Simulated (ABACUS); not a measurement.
A run of ABACUS 3.10.1 is set up as follows.

The input INPUT:

```
INPUT_PARAMETERS
suffix              TePb
calculation         cell-relax
basis_type          pw
pseudo_dir          ./
latname             fcc
symmetry            1
dft_functional      LDA_X+LDA_C_PW
ecutwfc             103
pseudo_rcut         10
nspin               1
nbands              28
ks_solver           dav
smearing_method     fd
smearing_sigma      0.00367493
scf_thr             1e-08
scf_nmax            100
mixing_type         broyden
mixing_beta         0.7
cal_force           1
cal_stress          1
relax_nmax          60
force_thr_ev        0.005
relax_method        cg
out_stru            1
stress_thr          1
kpar                4
```

The input STRU:

```
ATOMIC_SPECIES
Pb 207.2000 Pb.upf
Te 127.6000 Te.upf

LATTICE_CONSTANT
12.2114102173

ATOMIC_POSITIONS
Direct

Pb
0.0
1
0.0000000000 0.0000000000 0.0000000000 1 1 1

Te
0.0
1
0.5000000000 0.5000000000 0.5000000000 1 1 1
```

File KPT:

```
K_POINTS
0
Gamma
6 6 6 0 0 0
```

Potentials or basis: PseudoDojo NC SR 0.4.1 LDA stringent, plane waves.

Run with:

```sh
$ OMP_NUM_THREADS=1 mpirun -np 4 abacus > log
```

Estimate the relaxed cell.

a = 4.514 Å, b = 4.514 Å, c = 4.514 Å, α = 60.00°, β = 60.00°, γ = 60.00°.

What does it give for the relaxed volume?

32.51 Å³/atom.

What does it give for the space group after relaxing (to 0.05 Å)?

Fm-3m (No. 225).

The path:
| step | energy change (eV) | largest force (eV/Å) | pressure (GPa) | volume (Å³) |
| --- | --- | --- | --- | --- |
| 1 | 0.0000 | 0.0000 | -1.65 | 67.46 |
| 2 | -0.0105 | 0.0000 | 0.80 | 64.01 |
| 3 | -0.0130 | 0.0000 | 0.03 | 65.02 |

 Zero-point motion and thermal expansion aren't in these numbers.
